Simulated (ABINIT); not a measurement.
An input for ABINIT 10.8.3 (AlAs (F-43m)):

```
acell 3*1.0 Angstrom
rprim 
  0.000000000000 2.830400000000 2.830400000000
  2.830400000000 0.000000000000 2.830400000000
  2.830400000000 2.830400000000 -0.000000000000
ntypat 2
znucl 13 33
natom 2
typat 1 2
xred 
  0.000000000000 0.000000000000 0.000000000000
  0.250000000000 0.250000000000 0.250000000000
pp_dirpath "pseudos"
pseudos "Al.upf, As.upf"
ecut 38
nspinor 2
ngkpt 6 6 6
nshiftk 1
shiftk 0 0 0
kptopt 1
chksymbreak 0
nband 28
occopt 1
tolvrs 1e-10
nstep 60
prtwf 0
optforces 0
optstress 0
indata_prefix "in"
outdata_prefix "out"
tmpdata_prefix "tmp"
```

```sh
OMP_NUM_THREADS=1 mpirun -n 4 abinit run.abi > log
```

**Question.** How long will it take on 4 MPI ranks of Arm Neoverse V2, shared host, and how much memory?

It took 40 s; on shared hardware allow 20 s to 79 s. Peak host memory was 0.38 GiB.

[Paths, hosts, dates, memory and timing lines, banners, echoed tables and standing remarks are left out of the program output.]

[Logs are printed without paths, hosts, clocks, repeated set-up lines and the standing remarks that a program may print on its own settings, such as how far it seeks lower states.]

[Runs of the session that timed out or met a known fault of the program may be left out.]

[Hosts, paths, dates, database ids (printed as entryN), source tags and the programs' standing remarks are cut or masked in the printed files.]

[G0W0 gaps are taken among the corrected bands and points alone; a level outside them can change the order at an edge.]

[Where Ansatz stands beside ABINIT at settings called matched, ABINIT's density can come from a denser mesh and the files from another edition; pairs whose starting gaps differed by over 0.03 eV were left out, so agreement reads better than it is.]
